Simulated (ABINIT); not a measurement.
Runs of ABINIT 10.8.3 (patched build) on La2O3. It takes space group P-3m1 (No. 164, trigonal). The conventional cell has a = 3.931 Å, b = 3.931 Å, c = 6.112 Å, α = 90.00°, β = 90.00°, γ = 120.00°. La (site symmetry 3m) has 4 O at 2.36 to 2.44 Å as nearest neighbours. O (site symmetry -3m) has 6 La at 2.72 Å as nearest neighbours. O (site symmetry 3m) has 4 La at 2.36 to 2.44 Å as nearest neighbours. The cell is a database's computed one.

```tsv
task	level	potentials or basis	cell	k mesh	cutoff (eV)	fine-grid cutoff	cell freedom (optcell)	cutoff smearing ecutsm (Ha)	optimiser (ionmov)	force stop (Ha/bohr)	mesh quality	gap on the mesh (eV)	pressure (GPa)	relaxed volume (Å³/atom)	largest force (eV/Å)
band structure	TB-mBJ	JTH PAW LDA v2.0	as given	4 × 4 × 2	762	1360.57 eV	-	-	-	-	coarse	4.70	-	-	-
band structure	PBEsol	JTH PAW PBE v2.0	as given	8 × 8 × 5	626	1224.51 eV	-	-	-	-	not flagged	3.82	(a)	-	0.02
band structure	LDA	JTH PAW LDA v2.0	as given	8 × 8 × 5	626	1224.51 eV	-	-	-	-	not flagged	3.78	(b)	-	0.09
relaxation of cell and atoms	PBEsol	JTH PAW PBE v2.0	relaxed	5 × 5 × 3	626	1224.51 eV	2	0.5	2	5e-05	not flagged	3.98	0.0	(c)	-
band structure	r2SCAN	JTH PAW PBE v2.0	as given	7 × 7 × 4	762	1360.57 eV	-	-	-	-	not flagged	4.30	-	-	0.11
single point	PBE	JTH PAW PBE v2.0	as given	8 × 8 × 5	626	1224.51 eV	-	-	-	-	not flagged	3.88	2.7	-	0.09
relaxation of cell and atoms	LDA	JTH PAW LDA v2.0	relaxed	6 × 6 × 4	626	1224.51 eV	2	0.5	2	5e-05	not flagged	(d)	0.0	15.66	-
```

Alike in all rows: no spin polarisation; smearing fermi-dirac 0.05 eV.

Task: Fill in the values left out.

Result: (a) -2.1; (b) -5.5; (c) 16.08; (d) 3.74.

Caveats: some runs use coarse meshes; spin-orbit coupling is left out, which moves the levels of the heavy elements; the PAW data sets were made with another functional, which shifts forces and pressure a little (some runs); an odd mesh through Γ misses points on the zone boundary, where band edges often lie (some runs); the constant c of TB-mBJ comes from the pseudo density here, which moves gaps by up to 0.3 eV between sets of potentials (some runs); the mesh misses the band edges, which the band path finds closer together (some runs).

A k mesh can miss the band edges, and the runs leave out spin-orbit coupling on La.

Not every run made on this cell is shown here.
